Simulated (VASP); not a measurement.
Wanted: the native input for a VASP 6.6.1 run.

```yaml
Task: relaxation of the atoms
Functional: PBE
Potentials_or_basis: VASP PAW PBE potentials, release 64 (Al)
Cutoff: 300 eV
k_mesh: 8 × 8 × 8
Occupations: methfessel-paxton, width 0.1 eV
Spin: no spin polarisation
Further_INCAR_settings: ALGO = Fast; EDIFF = 1e-07; IBRION = 2; EDIFFG = -0.01; NSW = 40
```

The structure of Al lies in POSCAR:

```
Al                                      
1.0
    0.0000000000      1.9933846162      1.9933846162
    1.9933846162      0.0000000000      1.9933846162
    1.9933846162      1.9933846162      0.0000000000
  Al            
     1
Direct
     0.0000000000000000    0.0000000000000000    0.0000000000000000
```

The cell isn't the ideal one: a relaxed cell with its volume scaled by 0.96.

One way to write it, as run:

INCAR

```
SYSTEM = Al
  PREC = Accurate
  ENCUT = 300
  EDIFF = 1E-7
  ISMEAR = 1
  SIGMA = 0.1
  LREAL = .False.
  LASPH = .True.
  NELM = 80
  ALGO = Fast
  ISIF = 2
  LWAVE = .False.
  LCHARG = .False.
  GGA = PE
  IBRION = 2
  NSW = 40
  EDIFFG = -0.01
```

KPOINTS

```
regular mesh
0
Gamma
  8 8 8
  0 0 0
```

Potentials or basis: VASP PAW PBE potentials, release 64 (Al).

Command:

```bash
$ cat potpaw_PBE.64/Al/POTCAR > POTCAR
$ mpirun -np 1 vasp_std > vasp.out
```

It gave:

* Pressure after relaxing: 3.5 GPa
* Band gap on the k mesh: none (metal or under the smearing width)

Caveat: the relaxation stopped at its first step, so nothing moved.

Run time: 0.9 s on 1 thread of Intel(R) Xeon(R) 6975P-C (Granite Rapids), on a shared host, peak memory 0.1 GiB.
